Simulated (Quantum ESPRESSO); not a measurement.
Here is a Quantum ESPRESSO 7.5 calculation.

File pw.in:

```
&CONTROL
  calculation = 'scf'
  prefix = 'pwscf'
  outdir = './tmp'
  pseudo_dir = './pseudo'
  tprnfor = .true.
  tstress = .true.
  disk_io = 'nowf'
/
&SYSTEM
  ibrav = 0
  nat = 1
  ntyp = 1
  ecutwfc = 60
  nbnd = 16
  occupations = 'smearing'
  smearing = 'fd'
  degauss = 0.00367493
/
&ELECTRONS
  conv_thr = 2d-10
  electron_maxstep = 120
  mixing_beta = 0.5
/
ATOMIC_SPECIES
Au   196.9666 Au_ONCV_PBE-1.0.oncvpsp.upf
CELL_PARAMETERS angstrom
   2.8073190000   -0.0433470000   -0.0008520000
  -0.0433470000    2.6634960000   -0.0240980000
  -0.0008520000   -0.0240980000    2.7774360000
ATOMIC_POSITIONS crystal
Au     0.4894220000    0.4834150000    0.4898520000
K_POINTS automatic
10 10 10 0 0 0
```

Potentials or basis: SSSP 1.3 efficiency PBE.

Run with:

```sh
$ OMP_NUM_THREADS=1 pw.x -in pw.in > pw.out
```

**Question.** Estimate the pressure.

**Answer.** 0.3 GPa.

**Question.** Estimate the band gap on the k mesh.

**Answer.** None (metal or under the smearing width).

Stress tensor (GPa, compression positive):
```
-4.29 -0.61 -0.06
-0.61  7.89 -0.35
-0.06 -0.35 -2.67
```

The run has no spin-orbit coupling, so splittings on Au are missing.
